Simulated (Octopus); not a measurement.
BaTe under changes of volume

One of the cells (39.652 Å³/atom); the others are scaled copies at fixed shape and fractional positions:

```
CELL_PARAMETERS angstrom
0.00000 3.41000 3.41000
3.41000 0.00000 3.41000
3.41000 3.41000 0.00000
ATOMIC_POSITIONS crystal
Ba 0.00000 0.00000 0.00000
Te 0.50000 0.50000 0.50000
```

- Program: Octopus 16.4
- Functional: PBEsol
- Potentials or basis: pseudodojo_pbesol (PseudoDojo 0.4, PBEsol)
- Grid spacing: 0.134 Å
- k mesh: 7 × 7 × 7
- Occupations: fermi-dirac, width 0.05 eV
- Spin: no spin polarisation

| volume (Å³/atom) | energy over the lowest point (meV/atom) | gap on the mesh (eV) |
| --- | --- | --- |
| 37.273 | 78.15 | 1.17 |
| 38.066 | 52.44 | 1.23 |
| 38.859 | ? | ? |
| 39.652 | 16.53 | 1.34 |
| 40.445 | 6.43 | 1.38 |
| 41.238 | 0.97 | 1.43 |
| 42.031 | 0.00 | 1.47 |

**Question.** What does the run at 38.859 Å³/atom give?

**Answer.** Energy over the lowest point 32.06 meV/atom; gap on the mesh 1.28 eV.

Worked out: A Birch-Murnaghan fit of order 3 (a polynomial in V^(-2/3)) to the other rows has its minimum at 41.79 Å³/atom with B0 = V·E''(V) = 47 GPa (rough, since the energies scatter). It gives 31.91 meV/atom at 38.859 Å³/atom, against the run's 32.06. A parabola through the other rows of the gap, of slope 2.62 eV per unit of ln V there, gives 1.29 eV, against the run's 1.28.

Energies are extrapolated to zero smearing.

Caveats: spin-orbit coupling is left out, which moves the levels of the heavy elements; an odd mesh through Γ misses points on the zone boundary, where band edges often lie.
